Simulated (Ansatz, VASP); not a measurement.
## Two plane-wave programs on CO2

```
C O
1.0
    -1.97473    1.97473    3.01406
     1.97473   -1.97473    3.01406
     1.97473    1.97473   -3.01406
C O
2 4
Direct
  0.75000 0.25000 0.50000
  0.00000 0.00000 0.00000
  0.70980 0.12500 0.08480
  0.04020 0.62500 0.91520
  0.37500 0.29020 0.41520
  0.87500 0.95980 0.58480
```

The cell comes from a database or a generator and needn't be the stable form of this composition.

Alike in both runs: task single point; functional PBEsol; dispersion D4; k mesh 6 × 6 × 6; no spin polarisation.

```csv
,VASP,Ansatz
version,VASP 6.6.1,Ansatz 0.2.0
potentials or method,"VASP PAW PBE potentials, release 64 (C, O)","plane waves, PAW"
plane-wave cutoff (eV),520,531
occupations,"gaussian, width 0.01 eV",fixed
valence electrons in the cell,32,32
```

|  | VASP | Ansatz | Ansatz less VASP |
| --- | --- | --- | --- |
| gap on the k mesh at the Fermi level (eV) | 7.53 | 7.59 | +0.060 |
| dispersion energy (meV/atom) | -71.6 | -71.7 | -0.05 |

 A hybrid or GW would open this gap; PBEsol tends to underestimate it. A k mesh can miss the band edges.
